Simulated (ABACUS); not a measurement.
MnS:

```xyz
2
Lattice="0.0000 2.6045 2.6045 2.6045 0.0000 2.6045 2.6045 2.6045 0.0000" Properties=species:S:1:pos:R:3 pbc="T T T"
Mn    0.0000    0.0000    0.0000
S     2.6045    2.6045    2.6045
```

Program: ABACUS 3.10.1. Alike in all runs: task single point; spin collinear, ferromagnetic start; cell as given; smearing fermi-dirac 0.05 eV.

Order these runs on this cell by their pressure, lowest first.
A. level PBE; potentials or basis PseudoDojo NC SR 0.4.1 PBE standard, plane waves; k mesh 9 × 9 × 9; cutoff (eV) 1320
B. level LDA; potentials or basis PseudoDojo NC SR 0.4.1 LDA stringent, plane waves; k mesh 7 × 7 × 7; cutoff (eV) 1782
C. level HCTH407; potentials or basis SG15 ONCV 1.2 PBE, plane waves; k mesh 7 × 7 × 7; cutoff (eV) 1320

B (-12.2 GPa), A (-2.0 GPa), C (3.5 GPa).

Caveats: a cell with one magnetic atom can't hold antiferromagnetic order, which such compounds often take; the potentials were made for another functional, which shifts forces and pressure (some runs).

Not every run made on this cell is shown here.
